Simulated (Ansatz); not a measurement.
Chalcopyrite CuInS₂, treated with PBE-D3(BJ) in Ansatz (PAW).

Settings: plane-wave cutoff 520 eV, 10×10×10 k mesh, Fermi–Dirac smearing 0.01 eV, no spin polarisation, scalar-relativistic PAW data made under PBE.

Shape and atoms are relaxed at each volume.

Pressure at four volumes; x = ln(V/21.015 Å³). One pressure is withheld.

| V (Å³/atom) | x | P (GPa) |
|---|---|---|
| 20.174 | -0.0408 | 3.27 |
| 21.015 | 0.0000 | 0.00 |
| 21.435 | 0.0198 | -1.37 |
| 21.856 | 0.0392 | ? |

### Question
Pass a parabola P(x) through the three rows shown, estimate the bulk modulus and its pressure derivative near zero pressure, and predict the withheld pressure.

### Answer
Slopes between the rows: (0.00 − (3.27))/(0.0000 − (-0.0408)) = -80.15 and (-1.37 − (0.00))/(0.0198 − (0.0000)) = -69.19 GPa. Their difference over the span 0.0606 is c = 10.96/0.0606 = 180.9 GPa, so P(x) = 3.27 + (-80.15)(x − (-0.0408)) + 180.9 (x − (-0.0408))(x − (0.0000)). At the middle row B = −dP/dx = −[-80.15 + 180.9 × 0.0408] = 72.8 GPa, and B′ = dB/dP = 2c/B = 5.0. At x = 0.0392 the parabola gives -2.57 GPa; the run gives -2.59 GPa. The Birch–Murnaghan fit to the energies at all volumes has B0 = 72.6 GPa and B′ = 4.9.

Note: the bulk modulus comes from volumes at which shape and atoms were relaxed.

Spin–orbit coupling is not included.

Ansatz is a first-principles code.
